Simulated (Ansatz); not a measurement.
## Relaxing (5,5) carbon nanotube (60 atoms)

Aim: bring (5,5) carbon nanotube (60 atoms) to a nearby minimum of the energy and see what moves.

Main program and level: Ansatz 0.2.0; Kohn-Sham DFT, PBE+D4, PAW (set soft_2), plane waves.

**1. Set-up**

The cell holds 60 atoms: 60 C. Cell: a = 15.633 Å, b = 15.744 Å, c = 7.295 Å, α = 90.0°, β = 90.0°, γ = 90.0°. It derives from C (graphene). Graphene sheet (a = 2.46 Å) rolled into a (5,5) tube of diameter 6.78 Å, 3 periods, 9 Å of vacuum; minimised with a classical potential (one cell length free). Vacuum lies along a and b. The structure repeats along c.

**2. Single point at the start**

The forces at the start show how far the geometry lies from a minimum of this functional.

The input, input.yaml:

```yaml
crystal:
  lattice:
    - [15.63316, 0.0, 0.0]
    - [0.0, 15.7442, 0.0]
    - [0.0, 0.0, 7.29523]
  atoms:
    - { symbol: C, position: [0.71132, 0.54462, 0.17248] }
    - { symbol: C, position: [0.69737, 0.58723, 0.00581] }
    - { symbol: C, position: [0.64454, 0.65942, 0.00581] }
    - { symbol: C, position: [0.60803, 0.68575, 0.17248] }
    [... 50 atom lines left out ...]
    - { symbol: C, position: [0.47744, 0.28667, 0.00581] }
    - { symbol: C, position: [0.52256, 0.28667, 0.83914] }
    - { symbol: C, position: [0.60803, 0.31425, 0.83914] }
    - { symbol: C, position: [0.64454, 0.34058, 0.00581] }
    - { symbol: C, position: [0.69737, 0.41277, 0.00581] }
    - { symbol: C, position: [0.71132, 0.45538, 0.83914] }
kpoints:
  mp_grid: { grid: [1, 1, 2] }
hamiltonian:
  xc: pbe
  dispersion: d4
scf:
  occupations: { method: gaussian, width: 0.025 }
output:
  forces: true
  populations: true
  dos:
    method: { smearing: { sigma: 0.08 } }
    de: 0.1
    projected: { site_lists: { C: [C] } }
  eigenvalues: true
```

Command:

```bash
ansatz run input.yaml --threads 4 --pin off --max-ram 8192MiB --backend cpu --events-out ev --progress --plain --runs-dir out
```

The job ended after 23 s (4 threads of Arm Neoverse V1, shared host; peak memory 3.4 GiB; 89 s of CPU time).

The program notes that positions were snapped to a detected symmetry.

Numbers from this run:

* free energy: -15051.7008 eV
* free energy per atom: -250.8617 eV/atom
* SCF cycles: 7
* r.m.s. force component: 0.2692 eV/Å
* longest force: 0.4674 eV/Å
* Fermi energy: -0.8104 eV
* spilling of the projection: 0.01074

The r.m.s. force component of 0.27 eV/Å sets the starting point.

Length of the force by element:

```tsv
element	coordination	atoms	mean length of the force (eV/Å)	spread	least	most
C	all	60	0.466	7.0e-4	0.465	0.467
```

**3. Relaxation**

With the cell held, the atoms are moved downhill towards a nearby minimum.

input.yaml, the sections that differ from step 2:

```yaml
output:
  forces: true
relax:
  f_tol: 0.05
  max_steps: 94
# crystal, kpoints, hamiltonian, scf: as in step 2
```

Elapsed: 42 s, on 4 threads; peak memory 3.3 GiB; 2.7 min of CPU time.

Relaxation path:

```tsv
step	energy less that of the first step (eV)	largest force component (eV/Å)
1	0.0000	0.4619
2	-0.4473	0.1823
3	-0.4786	0.1545
4	-0.4852	0.0014
5	-0.4852	0.0014
```

The atoms that moved most (Å):

```tsv
atom	dx	dy	dz	length
C6	-0.011	0.053	0.000	0.054
C26	-0.011	0.053	0.000	0.054
C46	-0.011	0.053	0.000	0.054
C25	0.011	0.053	0.000	0.054
C45	0.011	0.053	0.000	0.054
C5	0.011	0.053	0.000	0.054
C15	-0.011	-0.053	0.000	0.054
C35	-0.011	-0.053	0.000	0.054
```

The relaxation changed the energy by -8.09 meV/atom, and atoms moved by 0.054 Å r.m.s., 0.054 Å at most.

**4. Local order after relaxation**

Bonds before and after, by the cutoffs listed below:

```tsv
pair	bonds before	bonds after	mean before (Å)	mean after (Å)	spread before (Å)	spread after (Å)
C-C	90	90	1.405	1.417	0.000	0.000
```

Normalised to the volume that the atoms fill. Pair distribution function in bins of 0.2 Å:

```tsv
r (Å)	total
1.40	5.50
1.60	0.00
1.80	0.00
2.00	0.00
2.20	0.00
2.40	3.79
2.60	0.00
2.80	1.41
3.00	0.00
3.20	0.00
3.40	0.00
3.60	0.56
3.80	1.07
4.00	0.46
4.20	0.83
4.40	0.00
4.60	0.00
4.80	1.31
5.00	0.73
5.20	0.00
5.40	0.00
5.60	0.93
5.80	0.22
6.00	0.11
6.20	0.20
6.40	1.10
6.60	0.51
6.80	0.24
```

Bonds by pair of elements; cutoffs follow the first minimum of g(r), held within bounds set by covalent radii, and pairs that aren't listed don't count as bonded:

```tsv
pair A-B	cutoff (Å)	bonds	mean length (Å)	spread (Å)	shortest (Å)	B about A	A about B
C-C	1.82	90	1.42	0	1.42	3	3
```

How many atoms have how many bonded neighbours:

```tsv
element	mean	3
C	3	60
```

Bond angles (no mean is given where the spread exceeds 20°):

```tsv
angle	count	mean (°)	spread (°)
C-C-C	180	119	0.5
```

Counting bonds as in the table, all C atoms have 3 bonded neighbours. The C-C-C angle averages 119° with a spread of 0.5°.

**5. Single point at the relaxed geometry**

One more single point at the end of the walk gives the fuller output and checks the residual forces.

The input, input.yaml:

```yaml
crystal:
  lattice:
    - [15.63316, 0.0, 0.0]
    - [0.0, 15.7442, 0.0]
    - [0.0, 0.0, 7.29523]
  atoms:
    - { symbol: C, position: [0.7147, 0.545, 0.17248] }
    - { symbol: C, position: [0.70033, 0.58891, 0.00581] }
    - { symbol: C, position: [0.64706, 0.66173, 0.00581] }
    - { symbol: C, position: [0.60945, 0.68887, 0.17248] }
    [... 50 atom lines left out ...]
    - { symbol: C, position: [0.47675, 0.28331, 0.00581] }
    - { symbol: C, position: [0.52325, 0.28331, 0.83914] }
    - { symbol: C, position: [0.60945, 0.31113, 0.83914] }
    - { symbol: C, position: [0.64706, 0.33827, 0.00581] }
    - { symbol: C, position: [0.70033, 0.41109, 0.00581] }
    - { symbol: C, position: [0.7147, 0.455, 0.83914] }
kpoints:
  mp_grid: { grid: [1, 1, 2] }
hamiltonian:
  xc: pbe
  dispersion: d4
scf:
  occupations: { method: gaussian, width: 0.025 }
output:
  forces: true
  populations: true
  dos:
    method: { smearing: { sigma: 0.15 } }
    de: 0.1
    projected: { site_lists: { C: [C] } }
  eigenvalues: true
  write_density: true
  write_potential: true
  volumetric_format: npy
  elf: true
```

Wall time 25 s (4 threads); peak memory 3.4 GiB.

The program notes that the exchange-correlation potential is rough where the density is thin.

The run gave:

```
free energy                : -15052.1859 eV
free energy per atom       : -250.8698 eV/atom
SCF cycles                 : 7
r.m.s. force component     : 0.00193 eV/Å
longest force              : 0.00605 eV/Å
Fermi energy               : -0.847 eV
spilling of the projection : 0.0106
```

The mean of these charges, 0.042 e, is only the charge that the projection spills.

Löwdin charges by element (they lack the spilled electrons, 0.042 e an atom on average):

```tsv
element	coordination	atoms	mean charge (e)	spread	least	most
C	all	60	0.0424	0	0.0424	0.0424
```

States in the cell by windows of 1 eV, zero at the Fermi level; the larger projections on atomic orbitals stand beside the total:

```tsv
from (eV)	to (eV)	total	C p	C s
-10	-9	11.5	9.6	1.8
-9	-8	13.2	11.4	1.7
-8	-7	27.1	24.7	1.9
-7	-6	20.5	19.9	0.5
-6	-5	19.2	18.1	0.9
-5	-4	20.7	20.3	0.3
-4	-3	9.9	9.8	0.0
-3	-2	14.9	14.8	0.1
-2	-1	6.2	6.1	0.0
-1	0	2.0	2.0	0.0
0	1	2.0	2.0	0.0
1	2	11.0	10.5	0.2
2	3	16.6	15.0	0.2
3	4	9.7	3.6	0.5
4	5	22.4	8.3	0.7
```

Between -21 and -10 eV lie 95 more states.

The levels nearest the highest filled one (over half full), pooled over k-points and spins:

```tsv
level less the highest filled one (eV)	occupation
-1.37	2
-1.37	2
-1.32	2
-1.32	2
0	2
0	2
0.373	0
0.373	0
1.44	0
1.44	0
1.55	0
1.55	0
```

Löwdin charges run from +0.04 to +0.04 e, about a mean that is the spilled charge alone. Within 0.4 eV of the Fermi level the largest share is C p (100 % of the projected weight).

1 further run on a deliberately doubtful input is not shown.

**6. Summary of results**

| Quantity | Value |
| --- | --- |
| energy change in the relaxation | -8.086 meV/atom |
| r.m.s. displacement | 0.054 Å |
| largest displacement | 0.054 Å |
| free energy per atom | -250.8698 eV/atom |
| r.m.s. force component | 0.00193 eV/Å |
| wall time of the 3 DFT runs | 90 s |

What this shows: Relaxation lowers the energy by 8.09 meV/atom and moves atoms by 0.054 Å r.m.s.; the r.m.s. force component goes from 0.27 to 0.0019 eV/Å. By the final cutoffs no bond was broken or made. From the first step to the last the energy fell by 0.485 eV, and the largest move was 0.05 Å (C6, with 59 other atoms within 2 % of it). The C-C bonds go from 1.405 Å (spread 0.000) to 1.417 Å (spread 0.000). Counting bonds as in the table, all C atoms have 3 bonded neighbours. No gap is quoted: a carbon tube of such indices can be metallic, and the k-points needn't hold the crossing of its bands.

[Logs are printed without paths, hosts, clocks, repeated set-up lines and the standing remarks that a program may print on its own settings, such as how far it seeks lower states.]

[Hosts, paths, dates, database ids (printed as entryN), source tags and the programs' standing remarks are cut or masked in the printed files.]
